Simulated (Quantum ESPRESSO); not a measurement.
# Cr (Im-3m) in Quantum ESPRESSO: a series of runs, part 4 of 4

Quantum ESPRESSO 7.5. The steps go on from the part before.

### 5 Phonon dispersion, PBEsol, collinear spin, ferromagnetic start

Contents of pw.in:

```
&CONTROL
  calculation = 'scf'
  prefix = 'pwscf'
  outdir = './tmp'
  pseudo_dir = './pseudo'
  tprnfor = .true.
  tstress = .true.
  disk_io = 'low'
/
&SYSTEM
  ibrav = 0
  nat = 1
  ntyp = 1
  ecutwfc = 45
  ecutrho = 360
  nbnd = 16
  occupations = 'smearing'
  smearing = 'mv'
  degauss = 0.01469973
  nspin = 2
  starting_magnetization(1) = 0.2143
/
&ELECTRONS
  conv_thr = 2d-10
  electron_maxstep = 120
  mixing_beta = 0.3
/
ATOMIC_SPECIES
Cr    51.9961 cr_pbesol_v1.5.uspp.F.UPF
CELL_PARAMETERS bohr
  -2.8052033365    2.8052033365    2.8052033365
   2.8052033365   -2.8052033365    2.8052033365
   2.8052033365    2.8052033365   -2.8052033365
ATOMIC_POSITIONS bohr
Cr     0.0000000000    0.0000000000    0.0000000000
K_POINTS automatic
12 12 12 0 0 0
```

Contents of relax.in:

```
&CONTROL
  calculation = 'vc-relax'
  prefix = 'pwscf'
  outdir = './tmp'
  pseudo_dir = './pseudo'
  tprnfor = .true.
  tstress = .true.
  disk_io = 'low'
  nstep = 40
  forc_conv_thr = 0.0001
  etot_conv_thr = 1d-06
/
&SYSTEM
  ibrav = 0
  nat = 1
  ntyp = 1
  ecutwfc = 45
  ecutrho = 360
  nbnd = 16
  occupations = 'smearing'
  smearing = 'mv'
  degauss = 0.01469973
  nspin = 2
  starting_magnetization(1) = 0.2143
/
&ELECTRONS
  conv_thr = 2d-10
  electron_maxstep = 120
  mixing_beta = 0.3
/
&IONS
  ion_dynamics = 'bfgs'
/
&CELL
  cell_dynamics = 'bfgs'
  press = 0
  press_conv_thr = 0.2
/
ATOMIC_SPECIES
Cr    51.9961 cr_pbesol_v1.5.uspp.F.UPF
CELL_PARAMETERS bohr
  -2.8052033365    2.8052033365    2.8052033365
   2.8052033365   -2.8052033365    2.8052033365
   2.8052033365    2.8052033365   -2.8052033365
ATOMIC_POSITIONS bohr
Cr     0.0000000000    0.0000000000    0.0000000000
K_POINTS automatic
12 12 12 0 0 0
```

Contents of scf2.in:

```
&CONTROL
  calculation = 'scf'
  prefix = 'pwscf'
  outdir = './tmp'
  pseudo_dir = './pseudo'
  tprnfor = .true.
  tstress = .true.
  disk_io = 'low'
/
&SYSTEM
  ibrav = 0
  nat = 1
  ntyp = 1
  ecutwfc = 45
  ecutrho = 360
  nbnd = 16
  occupations = 'smearing'
  smearing = 'mv'
  degauss = 0.01469973
  nspin = 2
  starting_magnetization(1) = 0.2143
/
&ELECTRONS
  conv_thr = 1d-13
  electron_maxstep = 120
  mixing_beta = 0.3
  startingpot = 'file'
  startingwfc = 'file'
/
ATOMIC_SPECIES
Cr    51.9961 cr_pbesol_v1.5.uspp.F.UPF
CELL_PARAMETERS bohr
  -2.6570231120    2.6570231120    2.6570231120
   2.6570231120   -2.6570231120    2.6570231120
   2.6570231120    2.6570231120   -2.6570231120
ATOMIC_POSITIONS bohr
Cr     0.0000000000    0.0000000000    0.0000000000
K_POINTS automatic
12 12 12 0 0 0
```

Contents of ph.in:

```
phonon_bands of Cr
&INPUTPH
  prefix = 'pwscf'
  outdir = './tmp'
  tr2_ph = 1d-18
  fildyn = 'dyn'
  niter_ph = 90
  alpha_mix(1) = 0.4
  ldisp = .true.
  nq1 = 2
  nq2 = 2
  nq3 = 2
/
```

Contents of q2r.in:

```
&INPUT
  fildyn = 'dyn'
  zasr = 'crystal'
  flfrc = 'fc'
/
```

Contents of matdyn.in:

```
&INPUT
  asr = 'crystal'
  flfrc = 'fc'
  flfrq = 'freq'
  q_in_cryst_coord = .true.
  flvec = ' '
/
80
 0.0000000000  0.0000000000  0.0000000000
 0.0312500000 -0.0312500000  0.0312500000
 0.0625000000 -0.0625000000  0.0625000000
 0.0937500000 -0.0937500000  0.0937500000
 0.1250000000 -0.1250000000  0.1250000000
 0.1562500000 -0.1562500000  0.1562500000
 0.1875000000 -0.1875000000  0.1875000000
 0.2187500000 -0.2187500000  0.2187500000
 0.2500000000 -0.2500000000  0.2500000000
 0.2812500000 -0.2812500000  0.2812500000
 0.3125000000 -0.3125000000  0.3125000000
 0.3437500000 -0.3437500000  0.3437500000
 0.3750000000 -0.3750000000  0.3750000000
 0.4062500000 -0.4062500000  0.4062500000
 0.4375000000 -0.4375000000  0.4375000000
 0.4687500000 -0.4687500000  0.4687500000
 0.5000000000 -0.5000000000  0.5000000000
 0.4545454545 -0.4545454545  0.5000000000
 0.4090909091 -0.4090909091  0.5000000000
 0.3636363636 -0.3636363636  0.5000000000
 0.3181818182 -0.3181818182  0.5000000000
 0.2727272727 -0.2727272727  0.5000000000
 0.2272727273 -0.2272727273  0.5000000000
 0.1818181818 -0.1818181818  0.5000000000
 0.1363636364 -0.1363636364  0.5000000000
 0.0909090909 -0.0909090909  0.5000000000
 0.0454545455 -0.0454545455  0.5000000000
 0.0000000000  0.0000000000  0.5000000000
 0.0000000000  0.0000000000  0.4583333333
 0.0000000000  0.0000000000  0.4166666667
 0.0000000000  0.0000000000  0.3750000000
 0.0000000000  0.0000000000  0.3333333333
 0.0000000000  0.0000000000  0.2916666667
 0.0000000000  0.0000000000  0.2500000000
 0.0000000000  0.0000000000  0.2083333333
 0.0000000000  0.0000000000  0.1666666667
 0.0000000000  0.0000000000  0.1250000000
 0.0000000000  0.0000000000  0.0833333333
 0.0000000000  0.0000000000  0.0416666667
 0.0000000000  0.0000000000  0.0000000000
 0.0166666667  0.0166666667  0.0166666667
 0.0333333333  0.0333333333  0.0333333333
 0.0500000000  0.0500000000  0.0500000000
 0.0666666667  0.0666666667  0.0666666667
 0.0833333333  0.0833333333  0.0833333333
 0.1000000000  0.1000000000  0.1000000000
 0.1166666667  0.1166666667  0.1166666667
 0.1333333333  0.1333333333  0.1333333333
 0.1500000000  0.1500000000  0.1500000000
 0.1666666667  0.1666666667  0.1666666667
 0.1833333333  0.1833333333  0.1833333333
 0.2000000000  0.2000000000  0.2000000000
 0.2166666667  0.2166666667  0.2166666667
 0.2333333333  0.2333333333  0.2333333333
 0.2500000000  0.2500000000  0.2500000000
 0.2666666667  0.2000000000  0.2666666667
 0.2833333333  0.1500000000  0.2833333333
 0.3000000000  0.1000000000  0.3000000000
 0.3166666667  0.0500000000  0.3166666667
 0.3333333333  0.0000000000  0.3333333333
 0.3500000000 -0.0500000000  0.3500000000
 0.3666666667 -0.1000000000  0.3666666667
 0.3833333333 -0.1500000000  0.3833333333
 0.4000000000 -0.2000000000  0.4000000000
 0.4166666667 -0.2500000000  0.4166666667
 0.4333333333 -0.3000000000  0.4333333333
 0.4500000000 -0.3500000000  0.4500000000
 0.4666666667 -0.4000000000  0.4666666667
 0.4833333333 -0.4500000000  0.4833333333
 0.5000000000 -0.5000000000  0.5000000000
 0.2500000000  0.2500000000  0.2500000000
 0.2222222222  0.2222222222  0.2777777778
 0.1944444444  0.1944444444  0.3055555556
 0.1666666667  0.1666666667  0.3333333333
 0.1388888889  0.1388888889  0.3611111111
 0.1111111111  0.1111111111  0.3888888889
 0.0833333333  0.0833333333  0.4166666667
 0.0555555556  0.0555555556  0.4444444444
 0.0277777778  0.0277777778  0.4722222222
 0.0000000000  0.0000000000  0.5000000000
```

Contents of matdyn_dos.in:

```
&INPUT
  asr = 'crystal'
  flfrc = 'fc'
  dos = .true.
  fldos = 'phdos'
  nk1 = 18
  nk2 = 18
  nk3 = 18
  deltaE = 1
  flvec = ' '
  flfrq = ' '
/
```

Contents of matdyn_mesh.in:

```
&INPUT
  asr = 'crystal'
  flfrc = 'fc'
  flfrq = 'mesh'
  q_in_cryst_coord = .true.
  flvec = ' '
/
1000
 0.05000000  0.05000000  0.05000000
 0.05000000  0.05000000  0.15000000
 0.05000000  0.05000000  0.25000000
[... 997 further points of the even 10 x 10 x 10 mesh, shifted by half a step ...]
```

Potentials or basis: GBRV 1.5 PBEsol.

On the command line:

```sh
OMP_NUM_THREADS=1 mpirun -n 4 pw.x -nk 4 -in pw.in > pw.out
OMP_NUM_THREADS=1 mpirun -n 4 pw.x -nk 4 -in relax.in > relax.out
OMP_NUM_THREADS=1 mpirun -n 4 pw.x -nk 4 -in scf2.in > scf2.out
OMP_NUM_THREADS=1 mpirun -n 4 ph.x -nk 4 -in ph.in > ph.out
OMP_NUM_THREADS=1 mpirun -n 1 q2r.x -in q2r.in > q2r.out
OMP_NUM_THREADS=1 mpirun -n 1 matdyn.x -in matdyn.in > matdyn.out
OMP_NUM_THREADS=1 mpirun -n 1 matdyn.x -in matdyn_dos.in > matdyn_dos.out
OMP_NUM_THREADS=1 mpirun -n 1 matdyn.x -in matdyn_mesh.in > matdyn_mesh.out
```

pw.out:

```text
This program is part of the open-source Quantum ESPRESSO suite
     for quantum simulation of materials; please cite
[... 6 lines left out ...]
     using ibrav=0 with symmetry is DISCOURAGED, use correct ibrav instead

     K-points division:     npool     =       4
     Subspace diagonalization in iterative solution of the eigenvalue problem:
     a serial algorithm will be used

     G-vector sticks info
     --------------------
     sticks:   dense  smooth     PW     G-vecs:    dense   smooth      PW
     Sum         631     315    129                10149     3559     959

     Using Slab Decomposition

     bravais-lattice index     =            0
     lattice parameter (alat)  =       4.8588  a.u.
     unit-cell volume          =      88.2984 (a.u.)^3
     number of atoms/cell      =            1
     number of atomic types    =            1
     number of electrons       =        14.00
     number of Kohn-Sham states=           16
     kinetic-energy cutoff     =      45.0000  Ry
     charge density cutoff     =     360.0000  Ry
     scf convergence threshold =      2.0E-10
     mixing beta               =       0.3000
     number of iterations used =            8  plain     mixing
     Exchange-correlation= SLA  PW   PSX  PSC
                           (   1   4  10   8   0   0   0)

     celldm(1)=   4.858755  celldm(2)=   0.000000  celldm(3)=   0.000000
     celldm(4)=   0.000000  celldm(5)=   0.000000  celldm(6)=   0.000000

     crystal axes: (cart. coord. in units of alat)
               a(1) = (  -0.577350   0.577350   0.577350 )
               a(2) = (   0.577350  -0.577350   0.577350 )
               a(3) = (   0.577350   0.577350  -0.577350 )

     reciprocal axes: (cart. coord. in units 2 pi/alat)
               b(1) = ( -0.000000  0.866025  0.866025 )
               b(2) = (  0.866025 -0.000000  0.866025 )
               b(3) = (  0.866025  0.866025  0.000000 )

     PseudoPot. # 1 for Cr read from file:
     cr_pbesol_v1.5.uspp.F.UPF
     Pseudo is Ultrasoft + core correction, Zval = 14.0
     Generated by new atomic code, or converted to UPF format
     Using radial grid of  857 points,  6 beta functions with:
                l(1) =   0
                l(2) =   0
                l(3) =   1
                l(4) =   1
                l(5) =   2
                l(6) =   2
     Q(r) pseudized with  8 coefficients,  rinner =    0.950   0.950   0.950
                                                       0.950   0.950

     atomic species   valence    mass     pseudopotential
     Cr               14.00    51.99610     Cr( 1.00)

     Starting magnetic structure
     atomic species   magnetization
     Cr              0.214

     48 Sym. Ops., with inversion, found

   Cartesian axes

     site n.     atom                  positions (alat units)
         1        Cr     tau(   1) = (   0.0000000   0.0000000   0.0000000  )

     number of k points=    72  Marzari-Vanderbilt smearing, width (Ry)=  0.0147
                       cart. coord. in units 2pi/alat
        k(    1) = (   0.0000000   0.0000000   0.0000000), wk =   0.0005787
        k(    2) = (   0.0721688   0.0721688   0.0000000), wk =   0.0069444
        k(    3) = (   0.1443376   0.1443376   0.0000000), wk =   0.0069444
        k(    4) = (   0.2165064   0.2165064   0.0000000), wk =   0.0069444
        k(    5) = (   0.2886751   0.2886751   0.0000000), wk =   0.0069444
        k(    6) = (   0.3608439   0.3608439   0.0000000), wk =   0.0069444
[... 64 lines left out ...]
        k(   71) = (  -0.8660254  -0.0721688  -0.0721688), wk =   0.0069444
        k(   72) = (  -0.8660254  -0.8660254  -0.8660254), wk =   0.0005787

     Dense  grid:    10149 G-vectors     FFT dimensions: (  30,  30,  30)

     Smooth grid:     3559 G-vectors     FFT dimensions: (  24,  24,  24)

     Check: negative core charge=   -0.000012
     Generating pointlists ...
     new r_m :   0.4125 (alat units)  2.0042 (a.u.) for type    1

     Initial potential from superposition of free atoms

     starting charge      13.0000, renormalised to      14.0000

     negative rho (up, down):  6.062E-04 3.922E-04
     Starting wfcs are   10 randomized atomic wfcs +    6 random wfcs

     Self-consistent Calculation

     iteration #  1     ecut=    45.00 Ry     beta= 0.30
     Davidson diagonalization with overlap
     ethr =  1.00E-02,  avg # of iterations =  5.4

     negative rho (up, down):  6.701E-04 5.790E-04

     total energy              =    -175.01556061 Ry
     estimated scf accuracy    <       2.47770705 Ry

     total magnetization       =     0.54 Bohr mag/cell
     absolute magnetization    =     0.56 Bohr mag/cell

     iteration #  2     ecut=    45.00 Ry     beta= 0.30
     Davidson diagonalization with overlap
     ethr =  1.00E-02,  avg # of iterations =  1.5

     negative rho (up, down):  5.478E-04 6.569E-04

     total energy              =    -175.32309299 Ry
     estimated scf accuracy    <       0.09360458 Ry

     total magnetization       =     0.91 Bohr mag/cell
     absolute magnetization    =     0.92 Bohr mag/cell

     iteration #  3     ecut=    45.00 Ry     beta= 0.30
     Davidson diagonalization with overlap
     ethr =  6.69E-04,  avg # of iterations =  1.9

     negative rho (up, down):  9.523E-05 6.931E-04

     total energy              =    -175.35064850 Ry
     estimated scf accuracy    <       0.02702653 Ry

     total magnetization       =     0.78 Bohr mag/cell
     absolute magnetization    =     0.79 Bohr mag/cell

     iteration #  4     ecut=    45.00 Ry     beta= 0.30
     Davidson diagonalization with overlap
     ethr =  1.93E-04,  avg # of iterations =  1.6

     negative rho (up, down):  3.073E-04 6.743E-04

     total energy              =    -175.35163227 Ry
     estimated scf accuracy    <       0.06043575 Ry
[... 160 lines left out ...]
     iteration # 18     ecut=    45.00 Ry     beta= 0.30
     Davidson diagonalization with overlap
     ethr =  1.52E-11,  avg # of iterations =  1.5

     negative rho (up, down):  4.944E-04 4.944E-04

     total energy              =    -175.37416009 Ry
     estimated scf accuracy    <          5.5E-10 Ry

     total magnetization       =    -0.00 Bohr mag/cell
     absolute magnetization    =     0.00 Bohr mag/cell

     iteration # 19     ecut=    45.00 Ry     beta= 0.30
     Davidson diagonalization with overlap
     ethr =  3.95E-12,  avg # of iterations =  1.0

     negative rho (up, down):  4.944E-04 4.944E-04

     total energy              =    -175.37416009 Ry
     estimated scf accuracy    <          9.8E-10 Ry

     total magnetization       =    -0.00 Bohr mag/cell
     absolute magnetization    =     0.00 Bohr mag/cell

     iteration # 20     ecut=    45.00 Ry     beta= 0.30
     Davidson diagonalization with overlap
     ethr =  3.95E-12,  avg # of iterations =  2.0

     negative rho (up, down):  4.944E-04 4.944E-04

     Magnetic moment per site  (integrated on atomic sphere of radius R)
     atom   1 (R=0.412)  charge= 12.3095  magn=  0.0000

     End of self-consistent calculation

     Number of k-points >= 100: set verbosity='high' to print the bands.

     the Fermi energy is    16.6354 ev

!    total energy              =    -175.37416009 Ry
     estimated scf accuracy    <          2.1E-11 Ry
     smearing contrib. (-TS)   =       0.00004451 Ry
     internal energy E=F+TS    =    -175.37420460 Ry

     The total energy is F=E-TS. E is the sum of the following terms:
     one-electron contribution =     -65.35468495 Ry
     hartree contribution      =      39.20931915 Ry
     xc contribution           =     -22.09193096 Ry
     ewald contribution        =    -127.13690784 Ry

     total magnetization       =    -0.00 Bohr mag/cell
     absolute magnetization    =     0.00 Bohr mag/cell

     convergence has been achieved in  20 iterations

     negative rho (up, down):  4.944E-04 4.944E-04

     Forces acting on atoms (cartesian axes, Ry/au):

     atom    1 type  1   force =     0.00000000    0.00000000    0.00000000

     Total force =     0.000000     Total SCF correction =     0.000000

     Computing stress (Cartesian axis) and pressure

     negative rho (up, down):  4.944E-04 4.944E-04
          total   stress  (Ry/bohr**3)                   (kbar)     P=     -324.43
  -0.00220543   0.00000000   0.00000000         -324.43        0.00        0.00
   0.00000000  -0.00220543   0.00000000            0.00     -324.43        0.00
   0.00000000   0.00000000  -0.00220543            0.00        0.00     -324.43

=------------------------------------------------------------------------------=
   JOB DONE.
=------------------------------------------------------------------------------=
```

Run time: 79 s. Hardware: 4 MPI ranks of Intel Xeon 6975P-C (Granite Rapids), shared host; peak memory 0.36 GiB.

Results:

| Property | Result |
| --- | --- |
| Free energy | -2386.3155 eV |
| Relaxed volume | 11.12 Å³/atom |
| Relaxed cell | a = 2.435 Å, b = 2.435 Å, c = 2.435 Å, α = 109.47°, β = 109.47°, γ = 109.47° |
| Space group after relaxing (to 0.05 Å) | Im-3m (No. 229) |
| Pressure after relaxing | -0.1 GPa |
| Band gap on the k mesh | none (metal or under the smearing width) |
| Net moment | 0.00 μB per cell |
| Absolute moment | 0.00 μB per cell |
| Valence electrons inside the program's atomic spheres | Cr 12.31 |
| Highest phonon frequency | 363 cm⁻¹ |
| Zero-point energy | 0.048 eV/atom |

Step by step:
```tsv
step	energy change (eV)	largest force (eV/Å)	pressure (GPa)	volume (Å³)
1	0.0000	0.0000	-32.44	13.08
2	-0.2293	0.0000	2.12	11.04
3	-0.2298	0.0000	-0.64	11.14
4	-0.2299	0.0000	-0.01	11.12
5	-0.2299	0.0000	0.01	11.12
6	-0.2299	0.0000	0.01	11.12
```

Final structure:
```cif
data_structure
_symmetry_space_group_name_H-M 'P 1'
_symmetry_Int_Tables_number 1
_cell_length_a 2.4353
_cell_length_b 2.4353
_cell_length_c 2.4353
_cell_angle_alpha 109.471
_cell_angle_beta 109.471
_cell_angle_gamma 109.471
_cell_volume 11.12
loop_
_atom_site_label
_atom_site_type_symbol
_atom_site_fract_x
_atom_site_fract_y
_atom_site_fract_z
_atom_site_occupancy
Cr1 Cr 0.00000 0.00000 0.00000 1
```

Levels at points of the mesh, in eV from the Fermi level:
Spin up:
| k point | band 4 | band 5 | band 6 | band 7 | band 8 | band 9 | band 10 | band 11 |
| --- | --- | --- | --- | --- | --- | --- | --- | --- |
| (0.00, 0.00, 0.00) | -42.44 | -8.02 | -0.91 | -0.91 | -0.91 | 1.23 | 1.23 | 22.61 |
| (0.00, 0.00, -0.50) | -42.45 | -4.63 | -2.56 | 1.20 | 1.25 | 1.60 | 3.10 | 10.41 |
| (-0.50, -0.50, -0.50) | -43.16 | -4.57 | -4.57 | 2.68 | 2.68 | 2.68 | 10.91 | 10.91 |
Spin down:
| k point | band 5 | band 6 | band 7 | band 8 | band 9 | band 10 |
| --- | --- | --- | --- | --- | --- | --- |
| (0.00, 0.00, 0.00) | -8.02 | -0.91 | -0.91 | -0.91 | 1.23 | 1.23 |
| (0.00, 0.00, -0.50) | -4.63 | -2.56 | 1.20 | 1.25 | 1.60 | 3.10 |
| (-0.50, -0.50, -0.50) | -4.57 | -4.57 | 2.68 | 2.68 | 2.68 | 10.91 |

Phonon frequencies in cm⁻¹ (negative: imaginary):
```tsv
q point	frequencies
(0.000, 0.000, 0.000)	0 0 0
(0.219, -0.219, 0.219)	158 158 317
(0.438, -0.438, 0.438)	250 250 272
(0.273, -0.273, 0.500)	224 271 306
(0.000, 0.000, 0.458)	172 289 360
(0.000, 0.000, 0.167)	87 146 181
(0.050, 0.050, 0.050)	98 98 126
(0.167, 0.167, 0.167)	275 275 319
(0.283, 0.150, 0.283)	308 330 330
(0.400, -0.200, 0.400)	250 286 286
(0.250, 0.250, 0.250)	327 327 327
(0.056, 0.056, 0.444)	197 293 360
```

Phonon frequencies at the corners of the path (cm⁻¹, interpolated; i marks imaginary ones):
| point | frequencies |
| --- | --- |
| Γ | 0 0 0 |
| H | 255 255 255 |
| N | 173 291 363 |
| P | 327 327 327 |

Phonon states per cell in windows of 20 cm⁻¹ (negative: imaginary):
```csv
from (cm⁻¹),total
0,0.00
20,0.00
40,0.01
60,0.01
80,0.02
100,0.04
120,0.06
140,0.09
160,0.16
180,0.22
200,0.25
220,0.29
240,0.32
260,0.32
280,0.34
300,0.22
320,0.41
340,0.23
360,0.01
```

Harmonic thermodynamics per atom at this volume (zero-point energy 47.6 meV, Debye temperature from the second moment 490 K):
| T (K) | free energy (meV) | entropy (k_B) | heat capacity Cv (k_B) |
| --- | --- | --- | --- |
| 50 | 47.5 | 0.07 | 0.23 |
| 100 | 46.4 | 0.50 | 1.14 |
| 200 | 36.9 | 1.70 | 2.26 |
| 298.15 | 18.2 | 2.69 | 2.63 |
| 500 | -41.9 | 4.11 | 2.86 |
| 800 | -167.2 | 5.48 | 2.94 |

Caveat: the mesh is thin for the phonons of a metal; the volume moved by over 15 % at a fixed basis, so the end points are rough; the starting moments collapsed, and a magnetic state may lie lower; the q mesh is small, so phonon branches between its points and thermal values are rough.
